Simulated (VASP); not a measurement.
# TiN (Fm-3m) in VASP: further runs, part 2 of 2

VASP 6.6.1.

### Step 3. Optical spectrum, PBE

The input, INCAR:

```
SYSTEM = TiN
ALGO = Normal ; CSHIFT = 0.1
EDIFF = 1E-7 ; ENCUT = 520
GGA = PE ; ISIF = 2
ISMEAR = 1 ; LASPH = .TRUE.
LCHARG = .FALSE. ; LOPTICS = .TRUE.
LREAL = .FALSE. ; LWAVE = .FALSE.
NEDOS = 2000 ; NELM = 100
PREC = Accurate ; SIGMA = 0.1
```

The input, KPOINTS:

```
k-points
0
G
  18 18 18
  0 0 0
```

The input, POSCAR:

```
TiN                                     
1.0
    0.0000000000      2.1242465341      2.1242465341
    2.1242465341      0.0000000000      2.1242465341
    2.1242465341      2.1242465341     -0.0000000000
  Ti              N             
     1     1
Direct
     0.0000000000000000    0.0000000000000000    0.0000000000000000
     0.5000000000000000    0.5000000000000000    0.5000000000000000
```

Potentials or basis: VASP PAW PBE potentials, release 64 (Ti_sv, N).

On the command line:

```
cat potpaw_PBE.64/Ti_sv/POTCAR potpaw_PBE.64/N/POTCAR > POTCAR
mpirun -np 1 vasp_std > vasp.out
```

OUTCAR:

```text
SYSTEM = TiN
   EDIFF = 1E-7
   ENCUT = 520
   GGA = PE
   ISIF = 2
   ISMEAR = 1
   LASPH = .TRUE.
   LREAL = .FALSE.
   NELM = 100
   PREC = Accurate

 ion  position               nearest neighbor table
   1  0.000  0.000  0.000-   2 2.12   2 2.12   2 2.12   2 2.12   2 2.12   2 2.12
   2  0.500  0.500  0.500-   1 2.12   1 2.12   1 2.12   1 2.12   1 2.12   1 2.12

  LATTYP: Found a face centered cubic cell.
 ALAT       =     4.2484930682

  Lattice vectors:

 A1 = (   0.0000000000,   2.1242465341,   2.1242465341)
 A2 = (   2.1242465341,   0.0000000000,   2.1242465341)
 A3 = (   2.1242465341,   2.1242465341,   0.0000000000)
[... 587 lines left out ...]
     0.76318     7.70080     7.70080     7.70080     0.00000     0.00000    -0.00000
     1.52636     2.08728     2.08728     2.08728     0.00000     0.00000     0.00000
     2.28954     2.17449     2.17449     2.17449    -0.00000    -0.00000    -0.00000
     3.05272     3.25315     3.25315     3.25315     0.00000    -0.00000     0.00000
     3.81590     4.83064     4.83064     4.83064    -0.00000    -0.00000     0.00000
[... 92 lines left out ...]
    74.79156     0.00024     0.00024     0.00024    -0.00000    -0.00000     0.00000
    75.55473     0.00023     0.00023     0.00023    -0.00000    -0.00000     0.00000

  frequency dependent      REAL DIELECTRIC FUNCTION (independent particle, no local field effects) density-density
     E(ev)        X           Y           Z          XY          YZ          ZX
  --------------------------------------------------------------------------------------------------------------
     0.00000    51.74498    51.74498    51.74498     0.00000    -0.00000    -0.00000
     0.76318    -0.72260    -0.72260    -0.72260    -0.00000    -0.00000     0.00000
     1.52636     3.71658     3.71658     3.71658    -0.00000     0.00000     0.00000
     2.28954     6.50555     6.50555     6.50555    -0.00000    -0.00000     0.00000
     3.05272     8.15610     8.15610     8.15610    -0.00000    -0.00000     0.00000
     3.81590     5.95245     5.95245     5.95245     0.00000     0.00000     0.00000
[... 92 lines left out ...]
    74.79156     0.92470     0.92470     0.92470    -0.00000     0.00000    -0.00000
    75.55473     0.92647     0.92647     0.92647    -0.00000     0.00000    -0.00000

  frequency dependent IMAGINARY DIELECTRIC FUNCTION (independent particle, no local field effects) current-current
     E(ev)      X         Y         Z        XY        YZ        ZX
  --------------------------------------------------------------------------------------------------------------
     0.00000   245.38141   245.38141   245.38141    -0.00000    -0.00000     0.00000
     0.76318     7.17372     7.17372     7.17372     0.00000     0.00000     0.00000
     1.52636     2.42698     2.42698     2.42698     0.00000    -0.00000     0.00000
     2.28954     2.65405     2.65405     2.65405    -0.00000     0.00000    -0.00000
     3.05272     3.71784     3.71784     3.71784    -0.00000    -0.00000     0.00000
     3.81590     5.08214     5.08214     5.08214    -0.00000    -0.00000     0.00000
[... 92 lines left out ...]
    74.79156     0.00003     0.00003     0.00003     0.00000     0.00000    -0.00000
    75.55473     0.00003     0.00003     0.00003     0.00000     0.00000    -0.00000

  frequency dependent      REAL DIELECTRIC FUNCTION (independent particle, no local field effects) current-current
     E(ev)        X           Y           Z          XY          YZ          ZX
  --------------------------------------------------------------------------------------------------------------
     0.00000    37.29999    37.29999    37.29999    -0.00000    -0.00000     0.00000
     0.76318    -1.71804    -1.71804    -1.71804    -0.00000     0.00000    -0.00000
     1.52636     3.63535     3.63535     3.63535     0.00000     0.00000    -0.00000
     2.28954     6.39734     6.39734     6.39734     0.00000     0.00000    -0.00000
     3.05272     7.99025     7.99025     7.99025     0.00000     0.00000    -0.00000
     3.81590     5.73064     5.73064     5.73064    -0.00000    -0.00000     0.00000
[... 92 lines left out ...]
    74.79156     0.92479     0.92479     0.92479     0.00000    -0.00000    -0.00000
    75.55473     0.92655     0.92655     0.92655     0.00000    -0.00000    -0.00000
```

OSZICAR:

```text
N       E                     dE             d eps       ncg     rms          rms(c)
DAV:   1     0.143700542578E+03    0.14370E+03   -0.89473E+03  4680   0.168E+03
DAV:   2    -0.115384813763E+02   -0.15524E+03   -0.14892E+03  4888   0.422E+02
DAV:   3    -0.241915631963E+02   -0.12653E+02   -0.12276E+02  5776   0.117E+02
DAV:   4    -0.247991895173E+02   -0.60763E+00   -0.60371E+00  6488   0.246E+01
DAV:   5    -0.248152565755E+02   -0.16067E-01   -0.16065E-01  6040   0.356E+00    0.181E+01
DAV:   6    -0.199565392058E+02    0.48587E+01   -0.31921E+01  5700   0.712E+01    0.654E+00
DAV:   7    -0.196677807490E+02    0.28876E+00   -0.34523E+00  5524   0.237E+01    0.469E+00
DAV:   8    -0.197227389031E+02   -0.54958E-01   -0.10195E+00  5112   0.146E+01    0.334E+00
DAV:   9    -0.196428614022E+02    0.79878E-01   -0.20743E-01  5052   0.704E+00    0.116E+00
DAV:  10    -0.196387370803E+02    0.41243E-02   -0.87661E-02  5148   0.440E+00    0.643E-01
DAV:  11    -0.196365809531E+02    0.21561E-02   -0.91574E-03  5192   0.141E+00    0.163E-01
DAV:  12    -0.196364220127E+02    0.15894E-03   -0.10059E-03  6732   0.478E-01    0.451E-02
DAV:  13    -0.196364240556E+02   -0.20429E-05   -0.71499E-05  5452   0.967E-02    0.149E-02
DAV:  14    -0.196364237466E+02    0.30898E-06   -0.97781E-06  4980   0.394E-02    0.432E-03
DAV:  15    -0.196364239055E+02   -0.15882E-06   -0.14345E-06  4948   0.188E-02    0.364E-03
DAV:  16    -0.196364237576E+02    0.14787E-06   -0.37810E-07  4868   0.106E-02    0.393E-04
DAV:  17    -0.196364237445E+02    0.13064E-07   -0.96265E-09  2500   0.125E-03
   1 F= -.19636424E+02 E0= -.19636470E+02  d E =0.139754E-03
 imaginary and real dielectric function
```

stdout:

```text
POSCAR found type information on POSCAR TiN
 POSCAR found :  2 types and       2 ions
 scaLAPACK will be used
 LDA part: xc-table for (Slater+PW92), standard interpolation
 POSCAR, INCAR and KPOINTS ok, starting setup
 FFT: planning ... GRIDC
 FFT: planning ... GRID_SOFT
 FFT: planning ... GRID
 WAVECAR not read
 entering main loop
 optical routines
 imaginary and real dielectric function
 recalculating local potential from charge density
 direction            1
 direction            2
 direction            3
```

Run time: 48 s. Hardware: 1 thread of Intel Xeon Platinum 8259CL at 2.50GHz (Skylake/Cascade Lake), shared host; peak memory 0.24 GiB.

What came out:

| Item | Value |
| --- | --- |
| Free energy | -19.6364 eV |
| Pressure | 0.1 GPa |
| Band gap on the k mesh | none (metal or under the smearing width) |

Dielectric function (mean over the directions given):
| energy (eV) | real part | imaginary part |
| --- | --- | --- |
| 0.31 | 17.60 | 46.14 |
| 1.30 | 1.72 | 3.56 |
| 2.37 | 6.61 | 2.32 |
| 3.36 | 8.39 | 5.88 |
| 4.43 | 6.41 | 6.03 |
| 5.42 | 3.96 | 8.60 |
| 6.49 | -0.34 | 9.19 |
| 7.56 | -0.24 | 6.99 |
| 8.55 | -2.94 | 5.17 |
| 9.62 | -3.51 | 1.28 |
| 10.61 | -1.95 | 0.50 |
| 11.68 | -0.99 | 0.12 |
| 12.67 | -0.45 | 0.06 |
| 13.74 | -0.06 | 0.03 |
| 14.81 | 0.27 | 0.04 |
| 15.80 | 0.46 | 0.22 |
| 16.87 | 0.64 | 0.53 |
| 17.86 | 0.22 | 0.13 |
| 18.93 | 0.46 | 0.02 |
| 20.00 | 0.59 | 0.01 |

Caveat: independent-particle spectra lack excitons; the intraband (Drude) part of a metal's response may be missing.
